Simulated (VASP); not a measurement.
CsCl (CsCl type) relaxed at rising pressure, in one space group throughout; other phases were not tried. The pressures are those reached. Level of theory: PBEsol GGA, VASP's PBE PAW potentials (set 64) (plane waves; VASP 6.6.1).

```json
[
 {"P (GPa)": "-0.02", "V (Å³/atom)": "33.785", "k-mesh": "7×7×7"},
 {"P (GPa)": "4.95", "V (Å³/atom)": "28.485", "k-mesh": "7×7×7"},
 {"P (GPa)": "9.99", "V (Å³/atom)": "25.870", "k-mesh": "7×7×7"},
 {"P (GPa)": "19.95", "V (Å³/atom)": "22.899", "k-mesh": "7×7×7"},
 {"P (GPa)": "29.93", "V (Å³/atom)": "21.069", "k-mesh": "8×8×8"}
]
```

A change of mesh leaves a small step in the series.

**Question.** Fit an equation of state and predict the volume at 45.10 GPa.

**Answer.** Least squares on the third-order Birch-Murnaghan form, P = (3B0/2)(y⁷ − y⁵)[1 + (3/4)(B′ − 4)(y² − 1)] with y = (V0/V)^(1/3), gives V0 = 33.717 Å³/atom, B0 = 19 GPa and B′ = 5.0, and so 19.241 Å³/atom. The run gave 19.205 Å³/atom, -0.2 % from the fit.

Pressures at which the relaxation failed are left out.

The compound is CsCl in the CsCl type structure.
